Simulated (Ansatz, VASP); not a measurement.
**SrTiO3: VASP beside Ansatz**

INCAR

```
SYSTEM = SrTiO3
PREC = Accurate ; ENCUT = 520
EDIFF = 1E-6 ; ISMEAR = 0
SIGMA = 0.1 ; LREAL = .False.
LASPH = .True. ; NELM = 150
ALGO = Normal ; ISIF = 2
LWAVE = .False. ; LCHARG = .False.
ISPIN = 2 ; MAGMOM = 0 1 0 0 0
LORBIT = 11 ; LMAXMIX = 4
GGA = PE ; NBANDS = 32
```

KPOINTS

```
Automatic mesh
0
Gamma
  4 4 4
  0 0 0
```

The input POSCAR:

```
SrTiO3
1.0
    3.9127013100      0.0000000000      0.0000000000
    0.0000000000      3.9127013100      0.0000000000
    0.0000000000      0.0000000000      3.9127013100
Sr Ti O
1 1 3
Direct
    0.0000000000      0.0000000000      0.0000000000
    0.5000000000      0.5000000000      0.5000000000
    0.5000000000      0.0000000000      0.5000000000
    0.5000000000      0.5000000000      0.0000000000
    0.0000000000      0.5000000000      0.5000000000
```

Input for Ansatz:

```yaml
crystal:
  lattice:
    - [3.91270131, 0.0, 0.0]
    - [0.0, 3.91270131, 0.0]
    - [0.0, 0.0, 3.91270131]
  atoms:
    - { symbol: Sr, position: [0.0, 0.0, 0.0] }
    - { symbol: Ti, position: [0.5, 0.5, 0.5], spin: 1.0 }
    - { symbol: O, position: [0.5, 0.0, 0.5] }
    - { symbol: O, position: [0.5, 0.5, 0.0] }
    - { symbol: O, position: [0.0, 0.5, 0.5] }
basis:
  ecutwfc: 420
kpoints:
  mp_grid: { grid: [4, 4, 4] }
hamiltonian:
  xc: pbe
scf:
  occupations: { method: gaussian, width: 0.1 }
  lower_state_search: "off"
output:
  forces: true
  stress: true
  eigenvalues: true
  populations: true
magnetization:
  spin_polarized: true
```

The cell is a database's computed one.

Alike in both runs: task single point; functional PBE; k mesh 4 × 4 × 4; occupations gaussian, width 0.1 eV; collinear spin.

```csv
,VASP,Ansatz
version,VASP 6.6.1,Ansatz 0.2.0
potentials or method,"VASP PAW PBE potentials, release 64 (Sr_sv, Ti_sv, O)","scalar-relativistic, plane waves, PAW"
plane-wave cutoff (eV),520,420
valence electrons in the cell,40,40
```

Ansatz gave:

```
gap on the k mesh at the Fermi level (eV) : 1.86
least direct gap on the mesh (eV)         : 2.21
pressure (GPa)                            : 3.3
net moment per atom (μB)                  : 0.00
```

Task: What did VASP give for the same quantities?

Result: gap on the k mesh at the Fermi level (eV): 1.83; least direct gap on the mesh (eV): 2.19; pressure (GPa): 3.9; net moment per atom (μB): 0.00.

Ansatz warned: «seeded_moment_not_kept».

A k mesh can miss the band edges. A hybrid or GW would open this gap; PBE tends to underestimate it.
